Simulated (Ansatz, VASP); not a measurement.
## One calculation of AlNi, two programs

```
Al Ni
1.0
     2.92036    0.35113    0.35113
     0.35113    2.92036    0.35113
     0.35113    0.35113    2.92036
Al Ni
1 1
Direct
  0.00000 0.00000 0.00000
  0.50000 0.50000 0.50000
```

Alike in both runs: task single point; functional PBEsol; k mesh 18 × 18 × 18; occupations gaussian, width 0.15 eV; no spin polarisation.

|  | VASP | Ansatz |
| --- | --- | --- |
| version | VASP 6.6.1 | Ansatz 0.2.0 |
| potentials or method | VASP PAW PBE potentials, release 64 (Al, Ni) | scalar-relativistic, plane waves, PAW |
| plane-wave cutoff (eV) | 520 | 420 |
| valence electrons in the cell | 13 | 21 |

Ansatz gave:

* gap on the k mesh at the Fermi level (eV): none
* pressure (GPa): 11.1
* largest component of the traceless stress (GPa): 12.25

What did VASP give for the same quantities?

gap on the k mesh at the Fermi level (eV): none; pressure (GPa): 11.4; largest component of the traceless stress (GPa): 12.19.

A gap of «none» marks a metal or a gap that the smearing closes. The two sets of potentials don't hold the same shells in valence.

Caveats: the PAW data sets were made with another functional, which shifts forces and pressure a little (VASP). Spin polarisation is off, so any magnetic state and its effect on volume and gap are missing.
